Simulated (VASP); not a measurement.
# HfC (Fm-3m) in VASP: settings compared

One crystal, HfC, is run at these levels: PBE+D3(BJ), PBEsol+D4, PBEsol+rVV10, RPBE+D3; tasks: relaxation of cell and atoms.

Program: VASP 6.6.1. These are calculated values, not measurements. Logs are shortened: lines on timing, memory, paths and dates and some standing lists are left out, and cuts for length are marked.

### 1 Starting point

The structure is cubic, space group Fm-3m (No. 225). The conventional cell has a = 4.650 Å, b = 4.650 Å, c = 4.650 Å, α = 90.00°, β = 90.00°, γ = 90.00°. Around Hf (site symmetry m-3m) lie 6 C at 2.33 Å. C (site symmetry m-3m) is surrounded by 6 Hf at 2.33 Å.

### 2 Relaxation of cell and atoms, PBE+D3(BJ)

The input, INCAR:

```
SYSTEM = HfC
ALGO = Normal
EDIFF = 1E-6
EDIFFG = -0.01
ENCUT = 600
GGA = PE
IBRION = 2
ISIF = 3
ISMEAR = -1
IVDW = 12
LASPH = .True.
LCHARG = .False.
LREAL = .False.
LWAVE = .False.
NELM = 80
NSW = 60
PREC = Accurate
SIGMA = 0.05
```

The input, KPOINTS:

```
k-points
0
Gamma
  8 8 8
  0 0 0
```

The input, POSCAR:

```
HfC
1.0
    0.0000000000      2.3250000000      2.3250000000
    2.3250000000      0.0000000000      2.3250000000
    2.3250000000      2.3250000000      0.0000000000
Hf C
1 1
Direct
    0.5000000000      0.5000000000      0.5000000000
    0.0000000000      0.0000000000      0.0000000000
```

Potentials or basis: VASP PAW PBE potentials, release 64 (Hf_pv, C).

Command:

```sh
$ cat potpaw_PBE.64/Hf_pv/POTCAR potpaw_PBE.64/C/POTCAR > POTCAR
$ mpirun -np 1 vasp_std > vasp.out
```

OUTCAR:

```text
SYSTEM = HfC
   EDIFF = 1E-6
   EDIFFG = -0.01
   ENCUT = 600
   GGA = PE
   IBRION = 2
   ISIF = 3
   ISMEAR = -1
   IVDW = 12
   LASPH = .True.
   LREAL = .False.
   NELM = 80
   NSW = 60
   PREC = Accurate
 IVDW          = 12

 ion  position               nearest neighbor table
   1  0.500  0.500  0.500-   2 2.33   2 2.33   2 2.33   2 2.33   2 2.33   2 2.33
   2  0.000  0.000  0.000-   1 2.33   1 2.33   1 2.33   1 2.33   1 2.33   1 2.33

  LATTYP: Found a face centered cubic cell.
 ALAT       =     4.6500000000

  Lattice vectors:

 A1 = (   0.0000000000,   2.3250000000,   2.3250000000)
 A2 = (   2.3250000000,   0.0000000000,   2.3250000000)
 A3 = (   2.3250000000,   2.3250000000,   0.0000000000)

Analysis of symmetry for initial positions (statically):
=====================================================================
 Subroutine PRICEL returns:
 Original cell was already a primitive cell.

 Routine SETGRP: Setting up the symmetry group for a
 face centered cubic supercell.

 Subroutine GETGRP returns: Found 48 space group operations
 (whereof 48 operations were pure point group operations)
 out of a pool of 48 trial point group operations.

The static configuration has the point symmetry O_h .

Analysis of symmetry for dynamics (positions and initial velocities):
=====================================================================
 Subroutine PRICEL returns:
 Original cell was already a primitive cell.

 Routine SETGRP: Setting up the symmetry group for a
 face centered cubic supercell.

 Subroutine GETGRP returns: Found 48 space group operations
 (whereof 48 operations were pure point group operations)
 out of a pool of 48 trial point group operations.

The dynamic configuration has the point symmetry O_h .

 Subroutine INISYM returns: Found 48 space group operations
 (whereof 48 operations are pure point group operations),
 and found     1 'primitive' translations

----------------------------------------------------------------------------------------

                                     Primitive cell

  volume of cell :      25.1362

  direct lattice vectors                    reciprocal lattice vectors
     0.000000000  2.325000000  2.325000000    -0.215053763  0.215053763  0.215053763
     2.325000000  0.000000000  2.325000000     0.215053763 -0.215053763  0.215053763
     2.325000000  2.325000000  0.000000000     0.215053763  0.215053763 -0.215053763

  length of vectors
     3.288046533  3.288046533  3.288046533     0.372484045  0.372484045  0.372484045

  position of ions in fractional coordinates (direct lattice)
     0.500000000  0.500000000  0.500000000
     0.000000000  0.000000000  0.000000000

  ion indices of the primitive-cell ions
   primitive index   ion index
                 1           1
                 2           2

----------------------------------------------------------------------------------------

 KPOINTS: k-points

Automatic generation of k-mesh.
 Grid dimensions read from file:
 generate k-points for:    8    8    8

 Generating k-lattice:

  Cartesian coordinates                     Fractional coordinates (reciprocal lattice)
    -0.026881720  0.026881720  0.026881720     0.125000000  0.000000000  0.000000000
     0.026881720 -0.026881720  0.026881720     0.000000000  0.125000000  0.000000000
     0.026881720  0.026881720 -0.026881720     0.000000000  0.000000000  0.125000000

  Length of vectors
     0.046560506  0.046560506  0.046560506

  Shift w.r.t. Gamma in fractional coordinates (k-lattice)
     0.000000000  0.000000000  0.000000000

 Subroutine IBZKPT returns following result:
 ===========================================

 Found     29 irreducible k-points:

 Following reciprocal coordinates:
            Coordinates               Weight
  0.000000  0.000000  0.000000      1.000000
  0.125000  0.000000  0.000000      8.000000
  0.250000  0.000000  0.000000      8.000000
  0.375000  0.000000  0.000000      8.000000
  0.500000  0.000000  0.000000      4.000000
  0.125000  0.125000  0.000000      6.000000
[... 16 lines left out ...]
  0.500000  0.250000  0.125000     48.000000
 -0.375000  0.250000  0.125000     24.000000
 [... further k-points ...]
   k-points           NKPTS =     29   k-points in BZ     NKDIM =     29   number of bands    NBANDS=     11
   number of dos      NEDOS =    301   number of ions     NIONS =      2
   total plane-waves  NPLWV =  21952
   dimension x,y,z NGX =    28 NGY =   28 NGZ =   28
   dimension x,y,z NGXF=    56 NGYF=   56 NGZF=   56
   ions per type =               1   1
   NGX,Y,Z   is equivalent  to a cutoff of  14.16, 14.16, 14.16 a.u.
   NGXF,Y,Z  is equivalent  to a cutoff of  28.31, 28.31, 28.31 a.u.
 SYSTEM =  HfC
   PREC   = accura    normal or accurate (medium, high low for compatibility)
   ISTART =      0    job   : 0-new  1-cont  2-samecut
   ICHARG =      2    charge: 1-file 2-atom 10-const
   ISPIN  =      1    spin polarized calculation?
   LNONCOLLINEAR =      F non collinear calculations
   LSORBIT =      F    spin-orbit coupling
   LASPH  =      T    aspherical Exc in radial PAW
   ENCUT  =  600.0 eV  44.10 Ry    6.64 a.u.   6.57  6.57  6.57*2*pi/ulx,y,z
   NELM   =     80;   NELMIN=  2; NELMDL= -5     # of ELM steps
   EDIFF  = 0.1E-05   stopping-criterion for ELM
   LREAL  =      F    real-space projection
   EDIFFG = -.1E-01   stopping-criterion for IOM
   NSW    =     60    number of steps for IOM
   IBRION =      2    ionic relax: 0-MD 1-quasi-New 2-CG
   NFREE  =      1    steps in history (QN), initial steepest desc. (CG)
   ISIF   =      3    stress and relaxation
   ISYM   =      2    0-nonsym 1-usesym 2-fastsym
   POTIM  = 0.5000    time-step for ionic-motion
   TEBEG  =    0.0;   TEEND  =   0.0 temperature during run
   PSTRESS=    0.0 pullay stress
   NELECT =      14.0000    total number of electrons
   NUPDOWN=      -1.0000    fix difference up-down
   EMIN   =  10.00;   EMAX   =-10.00  energy-range for DOS
   EFERMI =   0.00;   METHOD = LEGACY
   ISMEAR =    -1;   SIGMA  =   0.05  broadening in eV -4-tet -1-fermi 0-gaus
   EFERMI_NEDOS =   21; number of points for ismear=-14 and -15
   IALGO  =     38    algorithm
   IMIX   =      4    mixing-type and parameters
     AMIX     =   0.40;   BMIX     =  1.00
     AMIX_MAG =   1.60;   BMIX_MAG =  1.00
  volume/ion in A,a.u.               =      12.57        84.81
  Fermi-wavevector in a.u.,A,eV,Ry     =   1.346949  2.545365 24.684672  1.814272
  Thomas-Fermi vector in A             =   2.474740
   LORBIT       =      0    0 simple, 1 ext, 2 COOP (PROOUT), +10 PAW based schemes
   GGA     = PE    functional components
   LHFCALC =     F    Hartree Fock is set to
   AEXX    =    0.0000 exact exchange contribution
   IVDW    =    12    specifies the selected vdW correction
   LEPSILON=     F    determine dielectric tensor
   LRPA    =     F    only Hartree local field effects (RPA)
 conjugate gradient relaxation of ions
 non-spin polarized calculation
  energy-cutoff  :      600.00
  volume of cell :       25.14
 maximum number of plane-waves:       869
 NGX is ok and might be reduce to    28
   NGX = 13   NGY = 13   NGZ = 13

--------------------------------------- Ionic step        1  -------------------------------------------

 number of electron      14.0000000 magnetization

 Free energy of the ion-electron system (eV)
  ---------------------------------------------------
  ext. energy  EPLUGINS =         0.00000000
  ---------------------------------------------------
  free energy    TOTEN  =       -21.04402361 eV

  energy without entropy =      -21.04152990  energy(sigma->0) =      -21.04277675

------------------------ aborting loop because EDIFF is reached ----------------------------------------

 Edisp (eV)   -0.71620

 E8    (eV) :    -0.3410

  FORCE on cell =-STRESS in cart. coord.  units (eV):
  Direction    XX          YY          ZZ          XY          YZ          ZX
  --------------------------------------------------------------------------------------
  -------------------------------------------------------------------------------------
  Total      -0.83330    -0.83330    -0.83330     0.00000     0.00000     0.00000
  in kB     -53.11429   -53.11429   -53.11429     0.00000     0.00000     0.00000
  external pressure =      -53.11 kB  Pullay stress =        0.00 kB

 VOLUME and BASIS-vectors are now :
 -----------------------------------------------------------------------------
  energy-cutoff  :      600.00
  volume of cell :       25.14
      direct lattice vectors                 reciprocal lattice vectors
     0.000000000  2.325000000  2.325000000    -0.215053763  0.215053763  0.215053763
     2.325000000  0.000000000  2.325000000     0.215053763 -0.215053763  0.215053763
     2.325000000  2.325000000  0.000000000     0.215053763  0.215053763 -0.215053763
[... 41 lines left out ...]
 POSITION                                       TOTAL-FORCE (eV/Angst)
 -----------------------------------------------------------------------------------
      2.27827      2.27827      2.27827         0.000000      0.000000      0.000000
      4.55653      4.55653      4.55653        -0.000000     -0.000000     -0.000000
 -----------------------------------------------------------------------------------
    total drift:                                0.000000      0.000000      0.000000

  FREE ENERGIE OF THE ION-ELECTRON SYSTEM (eV)
  ---------------------------------------------------
  free  energy   TOTEN  =       -21.7404101687 eV

  energy  without entropy=      -21.7377011227  energy(sigma->0) =      -21.73905565

--------------------------------------- Ionic step        3  -------------------------------------------

 number of electron      14.0000000 magnetization

 Free energy of the ion-electron system (eV)
  ---------------------------------------------------
  ext. energy  EPLUGINS =         0.00000000
  ---------------------------------------------------
  free energy    TOTEN  =       -21.03664124 eV

  energy without entropy =      -21.03404339  energy(sigma->0) =      -21.03534231

 E-fermi :   6.0496     XC(G=0): -12.3945

 val. band max:        6.0482693855   @ k =   0.5000   0.5000   0.0000
 cond. band min:       6.0972534732   @ k =   0.1250   0.1250   0.0000
 fundamental gap:      0.0489840877
 Fermi energy:         6.0495785367

 k-point     1 :       0.0000    0.0000    0.0000
  band No.  band energies     occupation
      1     -23.3360      2.00000
      2     -23.3360      2.00000
      3     -23.3360      2.00000
      4      -6.2986      2.00000
      5       7.1334      0.00000
      6       7.1334      0.00000
      7       7.1334      0.00000
      8       7.5236      0.00000
      9       7.5236      0.00000
     10       7.5236      0.00000
     11       9.5858      0.00000

 k-point     2 :       0.1250    0.0000    0.0000
  band No.  band energies     occupation
      1     -23.4507      2.00000
      2     -23.3469      2.00000
      3     -23.3469      2.00000
      4      -5.8989      2.00000
      5       5.3022      2.00000
      6       5.7946      1.98788
      7       5.7946      1.98788
      8       8.0955      0.00000
      9       8.0955      0.00000
     10       8.4663      0.00000
     11      11.1822      0.00000
[... 295 lines left out ...]
 k-point    24 :      -0.3750    0.2500    0.1250
  band No.  band energies     occupation
      1     -23.9602      2.00000
      2     -23.6012      2.00000
      3     -23.4736      2.00000
      4      -3.0672      2.00000
      5       1.0741      2.00000
      6       3.3293      2.00000
      7       3.5901      2.00000
      8      10.0918      0.00000
      9      10.4220      0.00000
     10      12.3127      0.00000
     11      15.2430      0.00000

 [... further k-points ...]

------------------------ aborting loop because EDIFF is reached ----------------------------------------

 Edisp (eV)   -0.73298

 E8    (eV) :    -0.3492

  FORCE on cell =-STRESS in cart. coord.  units (eV):
  Direction    XX          YY          ZZ          XY          YZ          ZX
  --------------------------------------------------------------------------------------
  -------------------------------------------------------------------------------------
  Total      -0.01357    -0.01357    -0.01357     0.00000     0.00000    -0.00000
  in kB      -0.88424    -0.88424    -0.88424     0.00000     0.00000    -0.00000
  external pressure =       -0.88 kB  Pullay stress =        0.00 kB

 VOLUME and BASIS-vectors are now :
 -----------------------------------------------------------------------------
  energy-cutoff  :      600.00
  volume of cell :       24.59
      direct lattice vectors                 reciprocal lattice vectors
     0.000000000  2.307942158  2.307942158    -0.216643211  0.216643211  0.216643211
     2.307942158  0.000000000  2.307942158     0.216643211 -0.216643211  0.216643211
     2.307942158  2.307942158  0.000000000     0.216643211  0.216643211 -0.216643211

 POSITION                                       TOTAL-FORCE (eV/Angst)
 -----------------------------------------------------------------------------------
      2.30794      2.30794      2.30794        -0.000000     -0.000000     -0.000000
      0.00000      0.00000      0.00000         0.000000      0.000000      0.000000
 -----------------------------------------------------------------------------------
    total drift:                                0.000000      0.000000      0.000000

  FREE ENERGIE OF THE ION-ELECTRON SYSTEM (eV)
  ---------------------------------------------------
  free  energy   TOTEN  =       -21.7696190032 eV

  energy  without entropy=      -21.7670211553  energy(sigma->0) =      -21.76832008

 reached required accuracy - stopping structural energy minimisation
```

Wall time 25 s (1 thread of AMD EPYC 7R13 (Zen 3), shared host); peak memory 0.15 GiB.

What came out:

```
Free energy                            : -21.7696 eV
Relaxed volume                         : 12.29 Å³/atom
Relaxed cell                           : a = 3.264 Å, b = 3.264 Å, c = 3.264 Å, α = 60.00°, β = 60.00°, γ = 60.00°
Space group after relaxing (to 0.05 Å) : Fm-3m (No. 225)
Energy gained by relaxing              : 4.7 meV/atom
Ionic steps                            : 3
Pressure after relaxing                : -0.1 GPa
Band gap on the k mesh                 : none (metal or under the smearing width)
Dispersion energy per atom             : -0.366 eV
```

Step by step:
```tsv
step	energy change (eV)	largest force (eV/Å)	pressure (GPa)	volume (Å³)
1	0.0000	0.0000	-5.31	25.14
2	0.0198	0.0000	10.40	23.65
3	-0.0094	0.0000	-0.09	24.59
```

Final structure:
```
Hf C
1.0
     0.00000    2.30794    2.30794
     2.30794    0.00000    2.30794
     2.30794    2.30794    0.00000
Hf C
1 1
Direct
  0.50000 0.50000 0.50000
  0.00000 0.00000 0.00000
```

Caveat: pairwise dispersion overbinds metals, which lowers pressure and volume. Spin-orbit coupling is left out, which matters for the levels of Hf.

(Continued in part 2 of 2.)
